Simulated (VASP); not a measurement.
Wanted: the native input for a VASP 6.6.1 run.

| Quantity | Value |
| --- | --- |
| Task | density of states |
| Functional | PBEsol |
| Dispersion | D3 |
| Potentials or basis | VASP PAW PBE potentials, release 64 (Ta_pv) |
| Cutoff | 520 eV |
| k mesh | 8 × 8 × 8 |
| Occupations | tetrahedron, width 0.05 eV |
| Spin | no spin polarisation |
| k mesh for the DOS | 12 × 12 × 12 |
| Occupations for the DOS | tetrahedron |
| Further INCAR settings | ALGO = Normal; EDIFF = 1e-07 |

The structure of Ta lies in POSCAR:

```
Ta
 1.0000000000000000
     3.1647903099999999    0.0000000000000000    0.0000000000000000
     0.0000000000000000    3.1647903099999999    0.0000000000000000
     0.0000000000000000    0.0000000000000000    3.1647903099999999
 Ta 
   2
Cartesian
  0.0000000000000000  0.0000000000000000  0.0000000000000000
  1.5823951549999999  1.5823951549999999  1.5823951549999999
```

The cell isn't the ideal one: volume scaled by 0.88.

The input as run:

Ta.cif

```cif
data_Ta
_cell_length_a 3.16479031
_cell_length_b 3.16479031
_cell_length_c 3.16479031
_cell_angle_alpha 90.00000000
_cell_angle_beta 90.00000000
_cell_angle_gamma 90.00000000
_space_group_name_H-M_alt 'Im-3m'
_space_group_name_Hall '-I 4 2 3'
_space_group_IT_number 229
loop_
_space_group_symop_operation_xyz
'x,y,z'
'-x,-y,-z'
'-y,x,z'
'y,-x,-z'
'-x,-y,z'
'x,y,-z'
'y,-x,z'
'-y,x,-z'
'x,-y,-z'
'-x,y,z'
'-y,-x,-z'
'y,x,z'
'-x,y,-z'
'x,-y,z'
'y,x,-z'
'-y,-x,z'
'z,x,y'
'-z,-x,-y'
'z,-y,x'
'-z,y,-x'
'z,-x,-y'
'-z,x,y'
'z,y,-x'
'-z,-y,x'
'-z,x,-y'
'z,-x,y'
'-z,-y,-x'
'z,y,x'
'-z,-x,y'
'z,x,-y'
'-z,y,x'
'z,-y,-x'
'y,z,x'
'-y,-z,-x'
'x,z,-y'
'-x,-z,y'
'-y,z,-x'
'y,-z,x'
'-x,z,y'
'x,-z,-y'
'-y,-z,x'
'y,z,-x'
'-x,-z,-y'
'x,z,y'
'y,-z,-x'
'-y,z,x'
'x,-z,y'
'-x,z,-y'
'x+1/2,y+1/2,z+1/2'
'-x+1/2,-y+1/2,-z+1/2'
'-y+1/2,x+1/2,z+1/2'
'y+1/2,-x+1/2,-z+1/2'
'-x+1/2,-y+1/2,z+1/2'
'x+1/2,y+1/2,-z+1/2'
'y+1/2,-x+1/2,z+1/2'
'-y+1/2,x+1/2,-z+1/2'
'x+1/2,-y+1/2,-z+1/2'
'-x+1/2,y+1/2,z+1/2'
'-y+1/2,-x+1/2,-z+1/2'
'y+1/2,x+1/2,z+1/2'
'-x+1/2,y+1/2,-z+1/2'
'x+1/2,-y+1/2,z+1/2'
'y+1/2,x+1/2,-z+1/2'
'-y+1/2,-x+1/2,z+1/2'
'z+1/2,x+1/2,y+1/2'
'-z+1/2,-x+1/2,-y+1/2'
'z+1/2,-y+1/2,x+1/2'
'-z+1/2,y+1/2,-x+1/2'
'z+1/2,-x+1/2,-y+1/2'
'-z+1/2,x+1/2,y+1/2'
'z+1/2,y+1/2,-x+1/2'
'-z+1/2,-y+1/2,x+1/2'
'-z+1/2,x+1/2,-y+1/2'
'z+1/2,-x+1/2,y+1/2'
'-z+1/2,-y+1/2,-x+1/2'
'z+1/2,y+1/2,x+1/2'
'-z+1/2,-x+1/2,y+1/2'
'z+1/2,x+1/2,-y+1/2'
'-z+1/2,y+1/2,x+1/2'
'z+1/2,-y+1/2,-x+1/2'
'y+1/2,z+1/2,x+1/2'
'-y+1/2,-z+1/2,-x+1/2'
'x+1/2,z+1/2,-y+1/2'
'-x+1/2,-z+1/2,y+1/2'
'-y+1/2,z+1/2,-x+1/2'
'y+1/2,-z+1/2,x+1/2'
'-x+1/2,z+1/2,y+1/2'
'x+1/2,-z+1/2,-y+1/2'
'-y+1/2,-z+1/2,x+1/2'
'y+1/2,z+1/2,-x+1/2'
'-x+1/2,-z+1/2,-y+1/2'
'x+1/2,z+1/2,y+1/2'
'y+1/2,-z+1/2,-x+1/2'
'-y+1/2,z+1/2,x+1/2'
'x+1/2,-z+1/2,y+1/2'
'-x+1/2,z+1/2,-y+1/2'
loop_
_atom_site_label
_atom_site_type_symbol
_atom_site_symmetry_multiplicity
_atom_site_Wyckoff_symbol
_atom_site_fract_x
_atom_site_fract_y
_atom_site_fract_z
_atom_site_occupancy
Ta1 Ta 2 a 0.0000000000 0.0000000000 0.0000000000 1
```

INCAR.step1

```
SYSTEM = Ta
ALGO = Normal ; EDIFF = 1E-7
ENCUT = 520 ; GGA = PS
ISIF = 2 ; ISMEAR = -5
IVDW = 11 ; LASPH = .True.
LCHARG = .True. ; LMAXMIX = 4
LREAL = .False. ; LWAVE = .False.
NELM = 80 ; PREC = Accurate
SIGMA = 0.05
```

KPOINTS.step1

```
k-points
0
Gamma
  8 8 8
  0 0 0
```

INCAR.step2

```
SYSTEM = Ta
ALGO = Normal ; EDIFF = 1E-7
ENCUT = 520 ; GGA = PS
ICHARG = 11 ; ISIF = 2
ISMEAR = -5 ; IVDW = 11
LASPH = .True. ; LCHARG = .False.
LMAXMIX = 4 ; LORBIT = 10
LREAL = .False. ; LWAVE = .False.
NEDOS = 1001 ; NELM = 80
PREC = Accurate ; SIGMA = 0.05
```

KPOINTS.step2

```
k-points
0
Gamma
  12 12 12
  0 0 0
```

Potentials or basis: VASP PAW PBE potentials, release 64 (Ta_pv).

Launch:

```console
$ ase convert -i cif -o vasp Ta.cif POSCAR
$ cat potpaw_PBE.64/Ta_pv/POTCAR > POTCAR
$ cp INCAR.step1 INCAR
$ cp KPOINTS.step1 KPOINTS
$ mpirun -np 1 vasp_std > vasp.out
$ cp INCAR.step2 INCAR
$ cp KPOINTS.step2 KPOINTS
$ mpirun -np 1 vasp_std > vasp.out
```

Results of the run:

* Valence electrons inside the program's atomic spheres: Ta 9.21
* Dispersion energy per atom: -0.560 eV

Wall time 39 s on 1 thread of Intel(R) Xeon(R) Platinum 8488C (Sapphire Rapids) (shared host), peak memory 0.16 GiB.
